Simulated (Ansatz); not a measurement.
PbTiO3 (cubic perovskite) was put through Ansatz (plane waves). The starting cell comes from a relaxation with PBE.

Starting structure:
```xyz
5
Lattice="3.9666 0.0000 0.0000 0.0000 3.9666 0.0000 0.0000 0.0000 3.9666" Properties=species:S:1:pos:R:3 pbc="T T T"
Pb    0.0000    0.0000    0.0000
Ti    1.9833    1.9833    1.9833
O     1.9833    1.9833    0.0000
O     1.9833    0.0000    1.9833
O     0.0000    1.9833    1.9833
```

Abridged output:
```
Functional definition: PBEsol
Crystal: 5 atoms, lattice volume = 62.408 Å³
Basis set: ecut = 420 eV, 1213 PW (Γ)
Bands: 27, of which v1, the nominal top of the filled ones, is band 22 counted from 1 (21 counted from 0)
Symmetry: 48 space group operations
Space group: Pm-3m (ITA 221)
k-points: 20 of 216
preconditioner: auto → Resta (q_TF=auto, 2.574 Å⁻¹)  ε∞=6.3  [insulator: Δε(μ)=1.461 eV  σ=0.020 eV  ℏωp=28.2 eV]
relax step 1: F+E_penalty+E_count = -15915.45978174 eV  P = -6.322 GPa  Ω = 62.408 Å³
relax step 2: F+E_penalty+E_count = -15915.51183101 eV  P = +0.265 GPa  Ω = 60.189 Å³
relax step 3: F+E_penalty+E_count = -15915.51155556 eV  P = -0.015 GPa  Ω = 60.275 Å³
relax step 4: F+E_penalty+E_count = -15915.50445800 eV  P = -0.224 GPa  Ω = 60.275 Å³  (SCF on a basis re-selected at this cell)
relax step 5: F+E_penalty+E_count = -15915.50478133 eV  P = -0.002 GPa  Ω = 60.206 Å³
relax step 6: F+E_penalty+E_count = -15915.50453690 eV  P = -0.005 GPa  Ω = 60.206 Å³  (SCF on a basis re-selected at this cell)
SCF converged after 6 iterations
Free energy (F): -15915.504537 eV
Fermi energy:    11.779264 eV
--- Per-component energies (eV) ---
  E_band       = -146.992518
  E_kinetic    = 1083.611124
  E_local      = -2524.604337
  E_nonlocal   = 500.696543
  E_hartree    = 966.557220
  E_xc         = -537.607587
  E_vxc        = -538.851420
  E_paw        = -11727.875953
  E_vpaw       = -600.966160
  E_ewald      = -3676.596225
  E_core_change = 0.307365
--- Forces (eV/Å), atoms counted from 1 ---
  atom   1  Pb      0.00000      0.00000      0.00000
  atom   2  Ti      0.00000      0.00000      0.00000
  atom   3  O       0.00000      0.00000      0.00000
  atom   4  O       0.00000      0.00000      0.00000
  atom   5  O       0.00000      0.00000      0.00000
--- Stress (GPa, compression-positive) ---
       -0.005444       0.000000       0.000000
        0.000000      -0.005444       0.000000
        0.000000       0.000000      -0.005444
  P = ⅓ Tr σ = -0.0054 GPa (-0.054 kbar)
--- Relaxed structure (4 steps of the walk, 4 accepted, 2 SCFs on fresh bases) ---
  F+E_penalty+E_count = -15915.50453690 eV
  cell:  # Å, volume = 60.2062 Å³
    - [3.919347, 0.000000, 0.000000]
    - [0.000000, 3.919347, 0.000000]
    - [0.000000, 0.000000, 3.919347]
  atoms:
    - { symbol: Pb, position: [0.000000, 0.000000, 0.000000] }
    - { symbol: Ti, position: [0.500000, 0.500000, 0.500000] }
    - { symbol: O, position: [0.500000, 0.500000, 0.000000] }
    - { symbol: O, position: [0.500000, 0.000000, 0.500000] }
    - { symbol: O, position: [0.000000, 0.500000, 0.500000] }
```

**Question.** Write the input file that gave this output.

**Answer.**
```yaml
crystal:
  # lattice and atoms as above
kpoints:
  mp_grid: { grid: [6, 6, 6] }
hamiltonian:
  xc: pbesol
scf:
  occupations: { method: fermi_dirac, width: 0.02 }
relax:
  f_tol: 0.005
  cell: {}
```
The relax steps with a changing cell volume need the relax block with cell. This is the file that was run; thresholds and some counts can't be read off the log exactly.

Command: `ansatz run input.yaml --threads 4 --pin off --max-ram 7372MiB --backend cpu --events-out ev --progress --plain --runs-dir out`. Wall time 4 s on 4 threads of Arm Neoverse V1 (shared host), load about 0.7 per core; peak host memory 0.39 GiB.

Spin-unpolarised throughout; all numbers are computed.
